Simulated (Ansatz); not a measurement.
MgO built on the wurtzite prototype, relaxed with r2SCAN in Ansatz 0.2.0. Space group P6_3mc (No. 186), hexagonal; conventional cell a = 3.288 Å, c = 5.034 Å, 11.79 Å³ an atom. Mg has 4 O at 1.97–1.99 Å; O has 4 Mg at 1.97–1.99 Å.

The axes x, y and z are those of this cell:
```xyz
4
Lattice="3.2882 0.0000 0.0000 -1.6441 2.8477 0.0000 0.0000 0.0000 5.0344" Properties=species:S:1:pos:R:3 pbc="T T T"
Mg    0.0000    1.8985   -0.0495
Mg    1.6441    0.9492    2.4677
O     0.0000    1.8985    1.9374
O     1.6441    0.9492    4.4546
```

Unstrained: PBE gives a direct gap of 3.556 eV at Γ. r2SCAN gives a direct gap of 4.223 eV at Γ. The HSE06 gap is direct at Γ: 5.158 eV. Meshes: PBE 12×12×6, r2SCAN 12×12×6, HSE06 6×6×4. Strains are changes of length per length. After each strain the atoms were relaxed again with r2SCAN within the symmetry that the strain leaves, so tilts or polar shifts that break it weren't tested; points keep the names that they have in the unstrained zone. No spin polarisation and no zero-point or thermal motion; the cell was built from a prototype and may be hypothetical.

(1) Apply uniaxial +4.0 % along z, other directions held. How far does the gap move, against the unstrained cell?

(2) Apply uniaxial -2.0 % along x, other directions held. How far does the gap move, against the unstrained cell?

(3) Estimate what isotropic +2.5 % on every length does to the gap.

(4) Order the strained cells by their HSE06 gap, smallest first.
A. uniaxial +4.0 % along z, other directions held
B. isotropic +2.5 % on every length
C. uniaxial -2.0 % along x, other directions held

Answers

(1) PBE: the gap goes from 3.556 to 3.482 eV (-0.074 eV). r2SCAN: the gap goes from 4.223 to 4.140 eV (-0.083 eV). HSE06: the gap goes from 5.158 to 5.067 eV (-0.091 eV). The r2SCAN energy rises by 8.0 meV an atom.

(2) PBE: the gap goes from 3.556 to 3.702 eV (+0.146 eV). r2SCAN: the gap goes from 4.223 to 4.376 eV (+0.153 eV). HSE06: the gap goes from 5.158 to 5.318 eV (+0.160 eV). The r2SCAN energy rises by 3.1 meV an atom.

(3) PBE: the gap goes from 3.556 to 3.176 eV (-0.380 eV). r2SCAN: the gap goes from 4.223 to 3.820 eV (-0.403 eV). HSE06: the gap goes from 5.158 to 4.735 eV (-0.423 eV). The r2SCAN energy rises by 24.1 meV an atom.

(4) B (4.73 eV), A (5.07 eV), C (5.32 eV).

The meshes of the hybrids are coarse, so their gaps aren't converged to the digits shown.
